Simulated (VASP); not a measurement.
# From VASP inputs to Ansatz: BaS (strained rocksalt)

INCAR

```
NBANDS = 15
LASPH = .TRUE.
IBRION = -1
ENCUT = 520
LCHARG = .FALSE.
METAGGA = R2SCAN
ISIF = 2
LWAVE = .FALSE.
ISMEAR = 0
SIGMA = 0.01
ALGO = Normal
PREC = Accurate
LREAL = .FALSE.
EDIFF = 1E-7
NELM = 120
NSW = 0
```

KPOINTS

```
KPOINTS created by Atomic Simulation Environment
0
Gamma
8 8 8
0 0 0
```

KPOINTS_OPT

```
special points
7
Reciprocal
0.0000000000 0.0000000000 0.0000000000 1
0.5000000000 0.0000000000 0.5000000000 1
0.6250000000 0.2500000000 0.6250000000 1
0.3750000000 0.3750000000 0.7500000000 1
0.5000000000 0.5000000000 0.5000000000 1
0.5000000000 0.2500000000 0.7500000000 1
0.5000000000 0.5000000000 0.0000000000 1
```

POSCAR

```
Ba S
 1.0000000000000000
     0.0000000000000000    3.3723856668000001    3.1586207221999998
     3.3723856668000001    0.0000000000000000    3.1586207221999998
     3.3723856668000001    3.3723856668000001    0.0000000000000000
 Ba  S
   1   1
Cartesian
  0.0000000000000000  0.0000000000000000  0.0000000000000000
  3.3723856668000001  3.3723856668000001  3.1586207221999998
```

VASP ran with the recommended PBE PAW datasets (16 valence electrons in the cell).

Q: Translate these files to an Ansatz input.

A: 

```yaml
crystal:
  lattice:
    - [0.0, 3.3723856668, 3.1586207222]
    - [3.3723856668, 0.0, 3.1586207222]
    - [3.3723856668, 3.3723856668, 0.0]
  atoms:
    - { symbol: Ba, position: [0.0, 0.0, 0.0] }
    - { symbol: S, position: [0.5, 0.5, 0.5] }
kpoints:
  mp_grid: { grid: [8, 8, 8] }
  band_path:
    path:
      - [0.0, 0.0, 0.0]
      - [0.5, 0.0, 0.5]
      - [0.625, 0.25, 0.625]
      - [0.375, 0.375, 0.75]
      - [0.5, 0.5, 0.5]
      - [0.5, 0.25, 0.75]
      - [0.5, 0.5, 0.0]
    npoints: 1
hamiltonian:
  xc: r2scan
scf:
  occupations: { method: fixed }
  n_extra_bands: 4
output:
  forces: true
  stress: true
  eigenvalues: true
```

Other inputs would serve too.

|  | VASP | Ansatz |
| --- | --- | --- |
| gap between bands v and c | 2.43 eV | 2.52 eV |
| least direct gap | 2.66 eV | 2.72 eV |
| pressure | -2.2 GPa | -2.6 GPa |

Each program uses its own PAW datasets. VASP's cell holds 16 valence electrons and Ansatz's 16. Ansatz's stress includes a Pulay correction; VASP's doesn't.
